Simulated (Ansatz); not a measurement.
## Preparing GaP (F-43m) as a host crystal

Aim: the runs on the perfect crystal GaP (F-43m) that a defect calculation needs first.

Calculated with Ansatz 0.2.0; plane-wave PAW DFT, PBEsol; relaxation of the host's cell and atoms; PAW set soft_1, in the first sound run; inputs show where later runs differ.

This is a report of a sequence of runs, with most program output left out.

## 1. The structure

It takes space group F-43m (No. 216, cubic). The conventional cell has a = 5.452 Å, b = 5.452 Å, c = 5.452 Å, α = 90.00°, β = 90.00°, γ = 90.00°. Nearest to Ga lie 4 P at 2.36 Å. P has 4 Ga at 2.36 Å nearest. Farther neighbours are not listed.

## 2. Host cell relaxation

Lattice and positions are set free, within the symmetry that the program keeps.

cell/input.yaml

```yaml
crystal:
  lattice:
    - [0.0, 2.7258125, 2.7258125]
    - [2.7258125, 0.0, 2.7258125]
    - [2.7258125, 2.7258125, 0.0]
  atoms:
    - { symbol: Ga, position: [0.0, 0.0, 0.0] }
    - { symbol: P, position: [0.75, 0.75, 0.75] }
basis:
  ecutwfc: 420
  xc_grid: 2
hamiltonian:
  xc: pbesol
  pseudopotentials: { kind: paw, azcp: { folder: soft_1 }, xc_functional: pbe }
kpoints:
  mp_grid: { grid: [9, 9, 9] }
scf:
  occupations: { method: fixed }
  max_iter: 100
relax:
  f_tol: 0.005
  max_steps: 60
  cell: {}
output:
  forces: true
  stress: true
checkpoint:
  write: "../cell.run"
  compress: false
  write_wavefunctions: false
  write_every: 100000
```

The run is started by

```console
$ ansatz run input.yaml --threads 32 --pin off --max-ram 84787MiB --backend cuda --events-out ev --progress --plain --runs-dir out --max-vram 78GiB
```

Run time: 1.6 s. Hardware: 1 × NVIDIA GB200 with 32 threads of Arm Neoverse V2, shared host; peak memory 0.91 GiB.

Relaxation path:

| step | energy less that of the first step (eV) | largest force component (eV/Å) | pressure (GPa) | volume (Å³) |
| --- | --- | --- | --- | --- |
| 1 | 0.0000 | 0.0000 | -0.59 | 40.51 |
| 2 | -0.0005 | 0.0000 | -0.18 | 40.31 |
| 3 | -0.0006 | 0.0000 | 0.00 | 40.22 |
| 4* | -0.0005 | 0.0000 | 0.00 | 40.22 |

Relaxation steps marked * repeat the geometry before them on a plane-wave basis chosen anew for their cell, so energy and pressure can jump there.

Forces are held to the 24 operations that the run works with; a distortion that breaks them can't arise in this run.

| conventional cell, symmetrised | before | after | change |
| --- | --- | --- | --- |
| a (Å) | 5.452 | 5.439 | -0.2 % |
| b (Å) | 5.452 | 5.439 | -0.2 % |
| c (Å) | 5.452 | 5.439 | -0.2 % |
| volume (Å³/atom) | 20.25 | 20.11 | -0.7 % |

The relaxed structure:

```xyz
2
Lattice="0.0000 2.7194 2.7194 2.7194 0.0000 2.7194 2.7194 2.7194 0.0000" Properties=species:S:1:pos:R:3 pbc="T T T"
Ga    0.0000    0.0000    0.0000
P     4.0792    4.0792    4.0792
```

This step gave:

```yaml
pressure: 0.001597 GPa
```

The relaxation ends with a pressure of 0.00 GPa.

## 3. Dielectric tensors of the host

The response to a uniform electric field gives the electronic dielectric tensor.

This step: plane-wave PAW DFPT, PBEsol; dielectric tensors, Born charges and zone-centre modes of the host; PAW set soft_1 (Ansatz 0.2.0).

eps/input.yaml

```yaml
crystal:
  lattice:
    - [0.0, 2.7194432615, 2.7194432615]
    - [2.7194432615, 0.0, 2.7194432615]
    - [2.7194432615, 2.7194432615, 0.0]
  atoms:
    - { symbol: Ga, position: [0.0, 0.0, 0.0] }
    - { symbol: P, position: [0.75, 0.75, 0.75] }
basis:
  ecutwfc: 420
hamiltonian:
  xc: pbesol
  pseudopotentials: { kind: paw, azcp: { folder: soft_1 }, xc_functional: pbe }
kpoints:
  mp_grid: { grid: [8, 8, 8] }
scf:
  occupations: { method: fixed }
  max_iter: 100
phonons:
  method: dfpt
  dielectric: true
  rigid_motions: translations
```

Elapsed: 6.2 s, on 1 × NVIDIA GB200 with 32 threads; peak memory 1.3 GiB.

Electronic dielectric tensor:

```
10.63  0.00  0.00
 0.00 10.63  0.00
 0.00  0.00 10.63
```

Static dielectric tensor:

```
12.62  0.00  0.00
 0.00 12.62  0.00
 0.00  0.00 12.62
```

The electronic dielectric tensor is isotropic, 10.63. The static dielectric tensor is isotropic, 12.62.

## 4. Host on a dense mesh

This step: plane-wave PAW DFT, PBEsol; single point of the defect-free host, a test of the k-point sampling; PAW set soft_1 (Ansatz 0.2.0).

dense/input.yaml

```yaml
crystal:
  lattice:
    - [0.0, 2.7194432615, 2.7194432615]
    - [2.7194432615, 0.0, 2.7194432615]
    - [2.7194432615, 2.7194432615, 0.0]
  atoms:
    - { symbol: Ga, position: [0.0, 0.0, 0.0] }
    - { symbol: P, position: [0.75, 0.75, 0.75] }
basis:
  ecutwfc: 420
  xc_grid: 2
hamiltonian:
  xc: pbesol
  pseudopotentials: { kind: paw, azcp: { folder: soft_1 }, xc_functional: pbe }
kpoints:
  mp_grid: { grid: [9, 9, 9] }
scf:
  occupations: { method: fermi_dirac, width: 0.01 }
  max_iter: 100
  lower_state_search: "off"
checkpoint:
  write: "../dense.run"
  compress: false
  write_wavefunctions: false
  write_every: 100000
```

Elapsed: 0.9 s, on 1 × NVIDIA GB200 with 32 threads; peak memory 0.9 GiB.

## 5. Defect free supercell at the zone centre

The supercell is run at the zone centre, to see how far that sampling misses the dense mesh.

System of this step: GaP (F-43m). The cell holds 72 atoms: 36 Ga and 36 P. Cell: a = 11.538 Å, b = 11.538 Å, c = 15.383 Å, α = 60.0°, β = 60.0°, γ = 60.0°.

pristine.sampling_gamma/input.yaml

```yaml
crystal:
  lattice:
    - [0.0, 8.1583297844, 8.1583297844]
    - [8.1583297844, 0.0, 8.1583297844]
    - [10.8777730459, 10.8777730459, 0.0]
  atoms:
    - { symbol: Ga, position: [0.0, 0.0, 0.0] }
    - { symbol: P, position: [0.25, 0.25, 0.1875] }
    - { symbol: Ga, position: [0.0, 0.0, 0.25] }
    - { symbol: P, position: [0.25, 0.25, 0.4375] }
    - { symbol: Ga, position: [0.0, 0.0, 0.5] }
    - { symbol: P, position: [0.25, 0.25, 0.6875] }
    - { symbol: Ga, position: [0.0, 0.0, 0.75] }
    - { symbol: P, position: [0.25, 0.25, 0.9375] }
[... 60 atom lines left out ...]
    - { symbol: Ga, position: [0.6666666667, 0.6666666667, 0.5] }
    - { symbol: P, position: [0.9166666667, 0.9166666667, 0.6875] }
    - { symbol: Ga, position: [0.6666666667, 0.6666666667, 0.75] }
    - { symbol: P, position: [0.9166666667, 0.9166666667, 0.9375] }
basis:
  ecutwfc: 420
  xc_grid: 2
hamiltonian:
  xc: pbesol
  pseudopotentials: { kind: paw, azcp: { folder: soft_1 }, xc_functional: pbe }
kpoints:
  mp_grid: { grid: [1, 1, 1] }
scf:
  occupations: { method: fermi_dirac, width: 0.01 }
  max_iter: 100
  lower_state_search: "off"
checkpoint:
  write: "../pristine.sampling_gamma.run"
  compress: false
  write_wavefunctions: false
  write_every: 100000
```

The job ended after 1.2 s (1 × NVIDIA GB200 with 32 threads; peak memory 1.1 GiB; 3.1 s of CPU time).

## 6. Defect free supercell at the quarter point

The supercell is run at one point off the zone centre, to see how far that sampling misses the dense mesh.

pristine.sampling_quarter/input.yaml, as its differences from pristine.sampling_gamma/input.yaml of step 5:

```diff
@@ -85,3 +85,3 @@
 kpoints:
-  mp_grid: { grid: [1, 1, 1] }
+  mp_grid: { grid: [1, 1, 1], shift: [0.25, 0.25, 0.25] }
 scf:
@@ -91,3 +91,3 @@
 checkpoint:
-  write: "../pristine.sampling_gamma.run"
+  write: "../pristine.sampling_quarter.run"
   compress: false
```

It took 1.3 s on 1 × NVIDIA GB200 with 32 threads; peak memory 1.3 GiB.

## 7. Results

```yaml
primitive_cell_vectors_lengths: 3.846, 3.846, 3.846 Å
electronic_dielectric_constant: 10.63
static_dielectric_constant: 12.62
gap_on_the_k_mesh_of_the_response_run_pbesol: 1.50 eV
energy_an_atom_at_the_zone_centre_alone_less_that_on_the_dense_mesh: 0.146 eV
energy_an_atom_at_one_point_at_less_that_on_the_dense_mesh: 0.040 eV
```

**Reading.** Step 2: The cell shrank by 0.7 % in volume. The k-mesh can miss the band edges, so this gap is an upper bound at this level. All at zero temperature.

[Logs are printed without paths, hosts, clocks, repeated set-up lines and the standing remarks that a program may print on its own settings, such as how far it seeks lower states.]

[Hosts, paths, dates, database ids (printed as entryN), source tags and the programs' standing remarks are cut or masked in the printed files.]

[Runs of the host that timed out are not shown.]

[For some hosts the program warned that the k-mesh of the response run may be too coarse for force constants and the static dielectric constant; such warnings are not always shown.]

[The program warned that the k-mesh of a response run behind this text may be too coarse: force constants, and the static dielectric constant and all else formed from them, are not shown converged.]
